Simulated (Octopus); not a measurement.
Crystal: BP.

```
P B
1.0
     0.00000    2.26900    2.26900
     2.26900    0.00000    2.26900
     2.26900    2.26900    0.00000
P B
1 1
Direct
  0.75000 0.75000 0.75000
  0.00000 0.00000 0.00000
```

| Quantity | Value |
| --- | --- |
| Program | Octopus 16.4 |
| Task | single point |
| Functional | PBE |
| Potentials or basis | pseudodojo_pbe (PseudoDojo 0.5, PBE) |
| Grid spacing | 0.140 Å |
| k mesh | 10 × 10 × 10 |
| Occupations | fermi-dirac, width 0.05 eV |
| Spin | no spin polarisation |

On this cell: largest force zero by symmetry; band gap on the k mesh 1.25 eV, indirect (least direct gap 3.41 eV).

The same run follows on a disturbed copy (atoms moved at random, drawn with an rms of 0.05 Å):

```
CELL_PARAMETERS angstrom
0.00000 2.26900 2.26900
2.26900 0.00000 2.26900
2.26900 2.26900 0.00000
ATOMIC_POSITIONS crystal
P 0.75465 0.75555 0.74339
B 0.99030 0.00905 0.99753
```

Question: What changes?

Answer: The energy moves by +6.3 meV/atom; largest force 0.682 eV/Å; band gap on the k mesh 0.90 eV, indirect (least direct gap 2.84 eV).

Forces on the atoms (eV/Å):
```
P    0.299 -0.418 -0.448
B   -0.299  0.418  0.448
```

A k mesh can miss the band edges.
